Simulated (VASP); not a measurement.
## Input and output of a VASP PBE single-point calculation on MgTe (strained wurtzite)

INCAR

```
GGA = PE
LREAL = .FALSE.
SIGMA = 0.02
LCHARG = .FALSE.
EDIFF = 1E-7
NSW = 0
LASPH = .TRUE.
ISMEAR = -1
NELM = 120
NBANDS = 16
ENCUT = 520
IBRION = -1
LWAVE = .FALSE.
PREC = Accurate
ISIF = 2
```

KPOINTS

```
KPOINTS created by Atomic Simulation Environment
0
Gamma
6 6 4
0 0 0
```

KPOINTS_OPT

```
special points
7
Reciprocal
0.0000000000 0.0000000000 0.0000000000 1
0.5000000000 0.0000000000 0.0000000000 1
0.3333333333 0.3333333333 0.0000000000 1
0.0000000000 0.0000000000 0.5000000000 1
0.5000000000 0.0000000000 0.5000000000 1
0.3333333333 0.3333333333 0.5000000000 1
-0.0104170000 0.0052080000 0.0000000000 1
```

POSCAR

```
Mg Te
 1.0000000000000000
     4.7607410700231458    0.0000000000000000    0.0000000000000000
    -2.3803705350115729    4.1229227074799555    0.0000000000000000
     0.0000000000000000    0.0000000000000000    7.7532928361000000
 Mg  Te
   2   2
Cartesian
  0.0000000000000000  2.7486151383199702 -0.0047144028895884
  2.3803705350115729  1.3743075691599851  3.8719320151604122
  0.0000000000000000  2.7486151383199702  2.9121992164270889
  2.3803705350115729  1.3743075691599851  6.7888456344770880
```

VASP ran with the recommended PBE PAW datasets (16 valence electrons in the cell).

Command

```
mpirun -np 1 vasp_std
```

OSZICAR

```
N       E                     dE             d eps       ncg     rms          rms(c)
DAV:   1     0.531753095431E+02    0.53175E+02   -0.51030E+03   672   0.750E+02
DAV:   2    -0.816871717394E+01   -0.61344E+02   -0.56194E+02   904   0.108E+02
DAV:   3    -0.130291042825E+02   -0.48604E+01   -0.48388E+01   936   0.334E+01
DAV:   4    -0.131369430253E+02   -0.10784E+00   -0.10783E+00   936   0.578E+00
DAV:   5    -0.131373587868E+02   -0.41576E-03   -0.41576E-03   912   0.403E-01    0.377E+00
DAV:   6    -0.127231555381E+02    0.41420E+00   -0.47401E-01   688   0.280E+00    0.241E+00
DAV:   7    -0.126699375232E+02    0.53218E-01   -0.31040E-01   840   0.225E+00    0.122E+00
DAV:   8    -0.126775306923E+02   -0.75932E-02   -0.21517E-02   720   0.739E-01    0.261E-01
DAV:   9    -0.126770888255E+02    0.44187E-03   -0.95828E-04   824   0.179E-01    0.940E-02
DAV:  10    -0.126775588859E+02   -0.47006E-03   -0.86130E-04   728   0.130E-01    0.533E-02
DAV:  11    -0.126775195729E+02    0.39313E-04   -0.81007E-05   912   0.377E-02    0.107E-02
DAV:  12    -0.126775285107E+02   -0.89377E-05   -0.16528E-05   696   0.188E-02    0.859E-03
DAV:  13    -0.126775297238E+02   -0.12132E-05   -0.37971E-06   776   0.855E-03    0.386E-03
DAV:  14    -0.126775297729E+02   -0.49110E-07   -0.13907E-07   728   0.183E-03
   1 F= -.12677530E+02 E0= -.12677530E+02  d E =-.173748E-10
       N       E                     dE             ncg
DAV:   1     0.508083319111E+03   -0.16938E+04      224
DAV:   2     0.894841199586E+02   -0.41860E+03      304
DAV:   3     0.578952339333E+02   -0.31589E+02      296
DAV:   4     0.572357346930E+02   -0.65950E+00      312
DAV:   5     0.572290813497E+02   -0.66533E-02      288
DAV:   6     0.572288406510E+02   -0.24070E-03      328
DAV:   7     0.572288395172E+02   -0.11339E-05      288
DAV:   8     0.572288394947E+02   -0.22428E-07      248
```

From OUTCAR

```
k-points           NKPTS =     21   k-points in BZ     NKDIM =     21   number of bands    NBANDS=     16

   NELECT =      16.0000    total number of electrons

   dimension x,y,z NGX =    36 NGY =   36 NGZ =   60
   dimension x,y,z NGXF=    72 NGYF=   72 NGZF=  120

  energy-cutoff  :      520.00
  volume of cell :      152.18
      direct lattice vectors                 reciprocal lattice vectors
     4.760741070  0.000000000  0.000000000     0.210051331  0.121273193  0.000000000
    -2.380370535  4.122922707  0.000000000     0.000000000  0.242546385  0.000000000
     0.000000000  0.000000000  7.753292836     0.000000000  0.000000000  0.128977458

 k-points in reciprocal lattice and weights: KPOINTS created by Atomic Simulation Env
   0.00000000  0.00000000  0.00000000       0.007
   0.16666667  0.00000000  0.00000000       0.042
   0.33333333 -0.00000000  0.00000000       0.042
   0.50000000  0.00000000  0.00000000       0.021
   0.16666667  0.16666667  0.00000000       0.042
   0.33333333  0.16666667  0.00000000       0.083
   0.33333333  0.33333333  0.00000000       0.014
   0.00000000  0.00000000  0.25000000       0.014
   ...

 E-fermi :   1.5097

 k-point     1 :       0.0000    0.0000    0.0000
  band No.  band energies     occupation
      1      -8.7396      2.00000
      2      -8.2929      2.00000
      3      -1.7263      2.00000
      4       0.6821      2.00000
      5       0.6821      2.00000
      6       1.0918      2.00000
      7       1.0918      2.00000
      8       1.0939      2.00000
      9       3.0361      0.00000
     10       3.8118      0.00000
     11       6.2318      0.00000
     12       6.2318      0.00000
     13       6.5413      0.00000
     14       7.1126      0.00000
     15       7.1126      0.00000
     16       8.2343      0.00000

 k-point     2 :       0.1667    0.0000    0.0000
  band No.  band energies     occupation
      1      -8.6509      2.00000
      2      -8.2466      2.00000
      3      -1.5869      2.00000
      4      -0.0420      2.00000
      5       0.2352      2.00000
      6       0.4924      2.00000
      7       0.9851      2.00000
      8       1.0024      2.00000
      9       3.9114      0.00000
     10       4.5174      0.00000
     11       5.9262      0.00000
     12       6.5295      0.00000
     13       6.5362      0.00000
     14       7.0780      0.00000
     15       7.2958      0.00000
     16       7.6429      0.00000

 k-point     3 :       0.3333   -0.0000    0.0000
  band No.  band energies     occupation
      1      -8.4432      2.00000
      2      -8.1664      2.00000
      3      -1.4050      2.00000
      4      -0.8931      2.00000
      5      -0.6675      2.00000
      6       0.1914      2.00000
      7       0.6264      2.00000
      8       0.8103      2.00000
      9       4.4470      0.00000
     10       4.6152      0.00000
     11       5.6476      0.00000
     12       6.6118      0.00000
     13       6.6466      0.00000
     14       7.5929      0.00000
     15       7.7292      0.00000
     16       8.3619      0.00000

 k-point     4 :       0.5000    0.0000    0.0000
  band No.  band energies     occupation
      1      -8.3045      2.00000
      2      -8.1508      2.00000
      3      -1.6054      2.00000
      4      -1.2193      2.00000
      5      -0.5623      2.00000
      6       0.0642      2.00000
      7       0.2780      2.00000
      8       0.7168      2.00000
      9       4.2646      0.00000
     10       4.6750      0.00000
     11       5.3051      0.00000
     12       6.5051      0.00000
     13       7.1736      0.00000
     14       7.4935      0.00000
     15       7.9449      0.00000
     16       9.2513      0.00000

 k-point     5 :       0.1667    0.1667    0.0000
  band No.  band energies     occupation
      1      -8.5010      2.00000
      2      -8.1832      2.00000
      3      -1.3846      2.00000
      4      -0.6153      2.00000
      5      -0.5352      2.00000
      6       0.1474      2.00000
      7       0.6755      2.00000
      8       0.7565      2.00000
      9       4.7483      0.00000
     10       5.2466      0.00000
     11       5.7506      0.00000
     12       5.9030      0.00000
     13       6.6471      0.00000
     14       6.9581      0.00000
     15       7.5099      0.00000
     16       7.9619      0.00000

 k-point     6 :       0.3333    0.1667    0.0000
  band No.  band energies     occupation
      1      -8.3091      2.00000
      2      -8.1476      2.00000
      3      -1.4222      2.00000
      4      -1.1265      2.00000
      5      -0.5572      2.00000
      6      -0.2719      2.00000
      7       0.3198      2.00000
      8       0.3691      2.00000
      9       5.1013      0.00000
     10       5.2056      0.00000
     11       5.3433      0.00000
     12       6.5655      0.00000
     13       6.8449      0.00000
     14       7.6230      0.00000
     15       7.8690      0.00000
     16       8.1738      0.00000

 k-point     7 :       0.3333    0.3333    0.0000
  band No.  band energies     occupation
      1      -8.1892      2.00000
      2      -8.1892      2.00000
      3      -1.2017      2.00000
      4      -1.2017      2.00000
      5      -0.8588      2.00000
      6      -0.0758      2.00000
      7      -0.0758      2.00000
      8      -0.0326      2.00000
      9       4.8102      0.00000
     10       6.1380      0.00000
     11       6.1380      0.00000
     12       7.0858      0.00000
     13       7.2370      0.00000
     14       7.2370      0.00000
     15       7.8524      0.00000
     16       7.8524      0.00000

 k-point     8 :       0.0000    0.0000    0.2500
  band No.  band energies     occupation
      1      -8.6812      2.00000
      2      -8.3664      2.00000
      3      -1.4452      2.00000
      4       0.3710      2.00000
      5       0.7371      2.00000
      6       0.7371      2.00000
      7       1.0263      2.00000
      8       1.0263      2.00000
      9       3.7091      0.00000
     10       3.9372      0.00000
     11       6.2775      0.00000
     12       6.2775      0.00000
     13       6.2959      0.00000
     14       6.8711      0.00000
     15       6.8711      0.00000
     16       7.8891      0.00000

 k-point     9 :       0.1667    0.0000    0.2500
  band No.  band energies     occupation
      1      -8.5972      2.00000
      2      -8.3121      2.00000
      3      -1.3682      2.00000
      4      -0.1465      2.00000
      5       0.1162      2.00000
      6       0.5583      2.00000
      7       0.8149      2.00000
      8       0.9174      2.00000
      9       4.2879      0.00000
     10       4.6328      0.00000
     11       5.8511      0.00000
     12       6.2645      0.00000
     13       6.6308      0.00000
     14       6.6441      0.00000
     15       7.3975      0.00000
     16       7.7225      0.00000

 k-point    10 :       0.3333   -0.0000    0.2500
  band No.  band energies     occupation
      1      -8.4046      2.00000
      2      -8.2090      2.00000
      3      -1.4576      2.00000
      4      -1.0514      2.00000
      5      -0.3661      2.00000
      6       0.2687      2.00000
      7       0.6426      2.00000
      8       0.7030      2.00000
      9       4.2597      0.00000
     10       4.6395      0.00000
     11       5.6988      0.00000
     12       6.1912      0.00000
     13       6.9301      0.00000
     14       7.4733      0.00000
     15       7.8846      0.00000
     16       8.5280      0.00000

 k-point    11 :       0.5000    0.0000    0.2500
  band No.  band energies     occupation
      1      -8.2817      2.00000
      2      -8.1729      2.00000
      3      -1.6919      2.00000
      4      -1.4243      2.00000
      5      -0.2203      2.00000
      6       0.1448      2.00000
      7       0.4562      2.00000
      8       0.6023      2.00000
      9       4.1368      0.00000
     10       4.3686      0.00000
     11       5.6902      0.00000
     12       5.8759      0.00000
     13       6.8741      0.00000
     14       7.4079      0.00000
     15       8.9462      0.00000
     16       9.1659      0.00000

 k-point    12 :       0.1667    0.1667    0.2500
  band No.  band energies     occupation
      1      -8.4575      2.00000
      2      -8.2331      2.00000
      3      -1.3482      2.00000
      4      -0.8048      2.00000
      5      -0.2585      2.00000
      6       0.1503      2.00000
      7       0.5698      2.00000
      8       0.7548      2.00000
      9       4.6634      0.00000
     10       5.2777      0.00000
     11       5.8182      0.00000
     12       5.9201      0.00000
     13       6.5484      0.00000
     14       6.8302      0.00000
     15       7.5086      0.00000
     16       7.9981      0.00000

 ...

  Total       -2.5972066     -2.5972066     -2.6061031      0.0000000      0.0000000      0.0000000
  in kB      -27.3433128    -27.3433128    -27.4369752      0.0000000      0.0000000      0.0000000
  external PRESSURE =     -27.3745336 kB  Pullay stress =       0.0000000 kB

 POSITION                                       TOTAL-FORCE (eV/Angst)
 -----------------------------------------------------------------------------------
      0.00000      2.74862      7.74858        -0.000000      0.000000     -0.002717
      2.38037      1.37431      3.87193        -0.000000      0.000000     -0.002717
      0.00000      2.74862      2.91220         0.000000      0.000000      0.002717
      2.38037      1.37431      6.78885         0.000000      0.000000      0.002717
 -----------------------------------------------------------------------------------
    total drift:                               -0.000000     -0.000000      0.000216

  FREE ENERGIE OF THE ION-ELECTRON SYSTEM (eV)
  ---------------------------------------------------
  free  energy   TOTEN  =       -12.6775297729 eV

  energy  without entropy=      -12.6775297729  energy(sigma->0) =      -12.67752977
```

```
gap between bands v and c : 1.94 eV
least direct gap          : 1.94 eV
pressure                  : -2.7 GPa
```

Band v is the last that the valence electrons fill when counted band by band, and c is the next.

The run took about 64 s on one core of a shared host (Intel Xeon Platinum 8488C) and held 0.29 GiB at most.
